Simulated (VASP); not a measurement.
W: relaxation of cell and atoms with PBE

Crystal: W.

```
W
1.0
    -1.58234    1.58234    1.58234
     1.58234   -1.58234    1.58234
     1.58234    1.58234   -1.58234
W
1
Cartesian
  0.0000 0.0000 0.0000
```

```
Program                : VASP 6.6.1
Task                   : relaxation of cell and atoms
Functional             : PBE
Potentials or basis    : VASP PAW PBE potentials, release 64 (W_sv)
Cutoff                 : 520 eV
k mesh                 : 6 × 6 × 6
Occupations            : gaussian, width 0.1 eV
Spin                   : no spin polarisation
Further INCAR settings : ALGO = Normal; EDIFF = 1e-07; IBRION = 2; EDIFFG = -0.002; NSW = 80; ISIF = 3
```

| Quantity | Value |
| --- | --- |
| Relaxed volume | 16.06 Å³/atom |
| Relaxed cell | a = 2.753 Å, b = 2.753 Å, c = 2.753 Å, α = 109.47°, β = 109.47°, γ = 109.47° |
| Space group after relaxing (to 0.05 Å) | Im-3m (No. 229) |
| Energy gained by relaxing | 2.9 meV/atom |
| Ionic steps | 4 |
| Pressure after relaxing | 0.0 GPa |
| Band gap on the k mesh | none (metal or under the smearing width) |

The path:
```tsv
step	energy change (eV)	largest force (eV/Å)	pressure (GPa)	volume (Å³)
1	0.0000	0.0000	4.31	15.85
2	0.0308	0.0000	-13.19	16.85
3	-0.0029	0.0000	-0.07	16.07
4	-0.0029	0.0000	0.01	16.06
```

Final structure:
```cif
data_structure
_symmetry_space_group_name_H-M 'P 1'
_symmetry_Int_Tables_number 1
_cell_length_a 2.7531
_cell_length_b 2.7531
_cell_length_c 2.7531
_cell_angle_alpha 109.471
_cell_angle_beta 109.471
_cell_angle_gamma 109.471
_cell_volume 16.06
loop_
_atom_site_label
_atom_site_type_symbol
_atom_site_fract_x
_atom_site_fract_y
_atom_site_fract_z
_atom_site_occupancy
W1 W 0.00000 0.00000 0.00000 1
```

Levels at points of the mesh, in eV from the Fermi level:
```csv
k point,band 3,band 4,band 5,band 6,band 7,band 8,band 9,band 10,band 11
"(0.00, 0.00, 0.00)",-37.94,-37.94,-9.77,-1.39,-1.39,-1.39,2.05,2.05,14.28
"(0.50, 0.00, 0.00)",-38.34,-37.94,-6.39,-3.69,0.43,1.94,2.90,5.87,10.69
"(0.50, 0.50, 0.50)",-38.80,-38.80,-5.92,-5.92,4.90,4.90,4.90,7.94,7.94
```

Run time: 14 s on 1 thread of Intel(R) Xeon(R) Platinum 8559C (Emerald Rapids) (shared host), peak memory 0.13 GiB.

Caveat: the k mesh is coarse (spacing up to 0.47 Å⁻¹), so the values aren't converged. Zero-point motion and thermal expansion aren't in these numbers.
